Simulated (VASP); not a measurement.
Runs of VASP 6.6.1 on InPd. The structure is cubic, space group Pm-3m (No. 221). The conventional cell has a = 3.272 Å, b = 3.272 Å, c = 3.272 Å, α = 90.00°, β = 90.00°, γ = 90.00°. In (site symmetry m-3m) is surrounded by 8 Pd at 2.83 Å. Around Pd (site symmetry m-3m) lie 8 In at 2.83 Å. The cell comes from a database or a generator and needn't be the stable form of this composition.

```csv
task,level,cell,cutoff (eV),smearing,gap on the mesh (eV),pressure (GPa),relaxed volume (Å³/atom)
relaxation of cell and atoms,PBEsol+D3(BJ),relaxed,600,fermi-dirac 0.05 eV,none,-0.1,(b)
relaxation of cell and atoms,PBE+D3(BJ),relaxed,600,fermi-dirac 0.05 eV,none,0.0,(a)
single point,PBE,as given,520,gaussian 0.026 eV,none,3.7,-
relaxation of cell and atoms,PBE+rVV10,relaxed,600,fermi-dirac 0.05 eV,none,0.0,17.74
relaxation of cell and atoms,PBEsol+D3,relaxed,600,fermi-dirac 0.05 eV,none,0.0,16.75
relaxation of cell and atoms,PBE+D4,relaxed,600,fermi-dirac 0.05 eV,none,0.0,17.45
relaxation of cell and atoms,PBE+D3,relaxed,600,fermi-dirac 0.05 eV,none,0.0,17.45
relaxation of cell and atoms,PBE+TS,relaxed,600,fermi-dirac 0.05 eV,none,-0.2,17.29
```

Alike in all rows: potentials or basis VASP PAW PBE potentials, release 64 (In_d, Pd); no spin polarisation; k mesh 8 × 8 × 8.

Question: Fill in the values left out.

Answer: (a) 17.32; (b) 16.54.

Caveats: pairwise dispersion overbinds metals, which lowers pressure and volume (some runs); the PAW data sets were made with another functional, which shifts forces and pressure a little (some runs); atom-pairwise D2, TS and ULG terms overbind metals (some runs).

A k mesh can miss the band edges, and the runs leave out spin-orbit coupling on In, Pd.

A gap of «none» marks a metal or a gap under the smearing width.
